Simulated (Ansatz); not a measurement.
## What DFT gives for LiNb

```
CELL_PARAMETERS angstrom
0.00000 3.09525 0.00000
3.09525 0.00000 0.00000
1.54763 1.54763 -5.29684
ATOMIC_POSITIONS crystal
Nb 0.00000 0.00000 0.00000
Nb 0.75000 0.25000 0.50000
Li 0.50000 0.50000 0.00000
Li 0.25000 0.75000 0.50000
```

Method: PBE, no spin polarisation; PAW, plane waves to 420 eV, 11×11×11 Γ-centred mesh, fermi-dirac occupations (width 0.1 eV) (Ansatz 0.2.0), atoms fixed.

Q: Is it stable against the elements?

A: 1.72 eV an atom against the elements' usual phases (free molecules for gases, crystals otherwise, with no correction for O₂ or N₂), so at this geometry it isn't bound against them. Relaxing would lower it.

Q: What do density and ELF say about some of the short contacts?

A: Nb–Li at 2.19 Å: least valence density 0.24 e/Å³ and ELF 0.08 there. Both are smooth PAW fields, read partly inside the augmentation spheres.

Q: Give the Bader charges.

A: Bader charges in e: Li +0.71, Nb -0.71. In the mean Li gives up most and Nb takes most.

Q: Are the atoms at rest?

A: The forces vanish by the symmetry of the sites.

Q: Metal or insulator?

A: It is a metal, with about 4.2 states/eV a cell as the mean within 0.25 eV of the Fermi level, mostly Nb d (87 %).

Origin: a known structure type with other elements, at an estimated volume, so it need not be a known compound. Caveats: many states at the Fermi level without spin polarisation, so a magnetic state may lie lower; atoms or cell far from equilibrium.
